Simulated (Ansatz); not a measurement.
**Relaxing Ga$_{16}$N$_{15}$**

These are results of DFT PBE, scalar-relativistic, plane waves, PAW (Ansatz), not measurements. Run with 420 eV cutoff, 2×2×2 k-mesh, shifted by half a step, Gaussian smearing of 0.01 eV, no spin polarisation.

What was changed: N vacancy (site c), charge +3, atoms relaxed at the host's cell.

In a supercell of 31 atoms the defect feels its periodic images.

Spin polarisation was left out.

Command:

```bash
ansatz run input.yaml --threads 4 --pin off --max-ram 10240MiB --backend cpu --events-out ev --progress --plain --runs-dir out
```

Input:

```yaml
crystal:
  lattice:
    - [-4.5484769843, -4.5484769843, 4.5484769843]
    - [4.5484769843, 4.5484769843, 4.5484769843]
    - [-4.5484769843, 4.5484769843, -4.5484769843]
  atoms:
    - { symbol: Ga, position: [0.7293982814, 0.4796961668, 0.7305907165] }
    - { symbol: Ga, position: [0.0007501512, 0.49983494, 0.502037791] }
    - { symbol: Ga, position: [0.7490576818, 0.7515263817, 0.5020358942] }
    - { symbol: Ga, position: [0.2524552934, 0.5049962853, 0.2519853189] }
    - { symbol: Ga, position: [0.0017306724, 0.7535413326, 0.2731176845] }
    - { symbol: Ga, position: [0.7542107464, 0.0032243644, 0.2519769902] }
    - { symbol: Ga, position: [0.5025100636, 0.499831224, 0.0002784774] }
    - { symbol: Ga, position: [0.2732687038, 0.7496321946, -0.0036470393] }
    - { symbol: Ga, position: [0.0030120071, 0.0322165497, 0.0026923126] }
    - { symbol: Ga, position: [0.7490491021, 0.2532941211, 0.0002800637] }
    - { symbol: Ga, position: [0.5025098252, 0.7515264722, 0.7485823098] }
    - { symbol: Ga, position: [0.2524453301, 0.0032221248, 0.7537319945] }
    - { symbol: Ga, position: [0.0007512296, 0.2532944421, 0.7485773182] }
    - { symbol: Ga, position: [0.4989958243, -0.0019190527, 0.4985242737] }
    - { symbol: Ga, position: [0.2473003086, 0.2497682016, 0.4985220243] }
    - { symbol: Ga, position: [0.4989944254, 0.2497690822, 0.2468301273] }
    - { symbol: "N", position: [0.250079497, 0.7515277073, 0.7492621147] }
    - { symbol: "N", position: [0.0007510093, 0.0008605598, 0.7492543728] }
    - { symbol: "N", position: [0.5007560117, 0.7515335364, 0.5002829389] }
    - { symbol: "N", position: [0.2517659964, 0.0025414029, 0.5006220751] }
    - { symbol: "N", position: [0.0007518505, 0.2515296699, 0.5002769046] }
    - { symbol: "N", position: [0.7497329453, 0.7515259905, 0.2496072394] }
    - { symbol: "N", position: [0.5011002368, 0.0025453156, 0.2512987782] }
    - { symbol: "N", position: [0.2517739438, 0.2518831198, 0.2513028596] }
    - { symbol: "N", position: [0.0007515008, 0.5005049912, 0.2496092074] }
    - { symbol: "N", position: [0.7497253093, 0.0008606881, 0.0002790975] }
    - { symbol: "N", position: [0.5007473499, 0.2515276258, 0.0002803949] }
    - { symbol: "N", position: [0.2500811649, 0.5005048187, 0.0002815807] }
    - { symbol: "N", position: [0.7514226424, 0.2511788926, 0.7509512463] }
    - { symbol: "N", position: [0.5004043463, 0.5021991859, 0.7509518001] }
    - { symbol: "N", position: [0.7514230225, 0.5021988415, 0.499935802] }
  host:
    lattice:
      - [0.0, 2.2742384922, 2.2742384922]
      - [2.2742384922, 0.0, 2.2742384922]
      - [2.2742384922, 2.2742384922, 0.0]
    atoms:
      - { symbol: Ga, position: [0.0, 0.0, 0.0] }
      - { symbol: "N", position: [0.75, 0.75, 0.75] }
total_charge: 3
basis:
  ecutwfc: 420
  xc_grid: 2
kpoints:
  mp_grid: { grid: [2, 2, 2], shift: [0.5, 0.5, 0.5] }
hamiltonian:
  xc: pbe
scf:
  occupations: { method: gaussian, width: 0.01 }
output:
  forces: true
  stress: false
  eigenvalues: true
  charged_corrections:
    defect_position: [0.0, 0.75, 0.0]
    epsilon: [[10.9988, 0.0, 0.0], [0.0, 10.9988, 0.0], [0.0, 0.0, 10.9988]]
relax:
  adjacent_minimum: "off"
  f_tol: 0.025
  max_steps: 45
```

F is the free energy.

Steps:

```tsv
step	F − F(1) (eV)	largest force component (eV/Å)
1	0.0000	1.123
2	-0.4736	0.335
3	-0.5477	0.011
4	-0.5477	0.011
```

Relaxed structure:

```xyz
31
Lattice="-4.5485 -4.5485 4.5485 4.5485 4.5485 4.5485 -4.5485 4.5485 -4.5485" Properties=species:S:1:pos:R:3 pbc="T T T"
Ga   -4.3250    2.0591    2.0641
Ga   -0.0281    4.5532   -0.0197
Ga   -2.2706    2.3107    4.5286
Ga    0.0018    2.3107    2.3157
Ga    2.0560    4.7751    2.0641
Ga   -4.5765   -2.2674    2.3158
Ga   -0.0280   -0.0248    4.5583
Ga    2.0561    2.0589    4.7802
Ga    0.2236    0.2268    0.2318
Ga   -2.2407   -2.2380    4.5581
Ga   -2.2707    4.5236    2.3159
Ga   -4.5765    2.3106   -2.2625
Ga   -2.2409    4.5530   -2.2327
Ga   -4.5466   -0.0249   -0.0198
Ga   -2.2409    2.2809   -0.0197
Ga   -2.2408   -0.0249    2.2861
N    -1.1240    5.6845    1.1548
N    -3.4018    3.4067   -3.3938
N    -1.1344    3.4172    3.4222
N    -3.4155    1.1497   -1.1160
N    -1.1344    3.4171   -1.1261
N    -1.1239    1.1497    5.6896
N    -3.4155   -1.1210    1.1548
N    -1.1449    1.1496    1.1548
N     1.1330    3.4065    1.1409
N    -3.4019   -3.3988    3.4117
N    -1.1343   -1.1314    3.4222
N     1.1329    1.1360    3.4117
N    -5.6934    1.1359    1.1411
N    -3.4018    3.4275    1.1411
N    -3.4018    1.1359    3.4326
```

The run converged. The run took 57 s on 4 threads of Arm Neoverse V1, with other jobs on the host, peak memory 1.4 GiB.